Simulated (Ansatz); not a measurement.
A run of Ansatz 0.2.0 is set up as follows.

The input input.yaml:

```yaml
crystal:
  lattice: { a: 5.6537, b: 5.6537, c: 5.6537, alpha: 90.0, beta: 90.0, gamma: 90.0 }
  space_group: 216
  setting: { hermann_mauguin: F-43m }
  reduce_to_primitive: true
  atoms:
    - { symbol: As, position: [0.25, 0.25, 0.25] }
    - { symbol: Ga, position: [0.0, 0.0, 0.0] }
kpoints:
  mp_grid: { grid: [6, 6, 6] }
scf:
  occupations: { method: fermi_dirac, width: 0.01 }
hamiltonian:
  xc: rpbe
  dispersion: d3bjatm
  pseudopotentials: { kind: all_electron, lapw: { basis_error: 0.001 } }
output:
  forces: true
  stress: true
elastic:
  mode: clamped_ion
  stencil: two_point
```

Potentials or basis: all-electron LAPW, scalar-relativistic.

Run with:

```bash
$ ansatz run input.yaml --threads 1 --pin off --max-ram 2560MiB --backend cpu --events-out ev --progress --plain --runs-dir out
```

(1) Predict the clamped-ion elastic constants C11, C12, C44.

(2) What does it give for the Voigt bulk modulus?

(3) Predict the band gap on the k mesh.

(4) Predict the pressure.

Answers

(1) 94, 37, 78 GPa.

(2) 56 GPa.

(3) 0.65 eV, direct.

(4) -5.5 GPa.

Caveat: the cell is more than 3 GPa from zero pressure, which shifts response properties.

**Experimental background.**

“Evidence of valence band perturbations in GaAsN/GaAs(001): A combined variable-angle spectroscopic ellipsometry and modulated photoreflectance investigation”, 2008, arxiv:0805.2212 reports, for a bulk crystal of GaAs at 300 K: band gap 1.412 ± 0.01 eV (direct).

Against the measured gap of GaAs, 1.412 eV (direct; 300 K; “Evidence of valence band perturbations in GaAsN/GaAs(001): A combined variable-angle spectroscopic ellipsometry and modulated photoreflectance investigation”, 2008, arxiv:0805.2212), the calculated 0.65 eV is off by -0.76 eV. 3 values of this kind are on record (1.412 to 1.51 eV); this one was drawn at random among those near their median, those with a stated uncertainty first. Spin-orbit coupling on As, Ga is left out. The value is that of RPBE+D3(BJ)+ATM on a finite k mesh, which can miss the band edges, without temperature or zero-point motion. Semilocal functionals fall short of measured gaps as a rule.
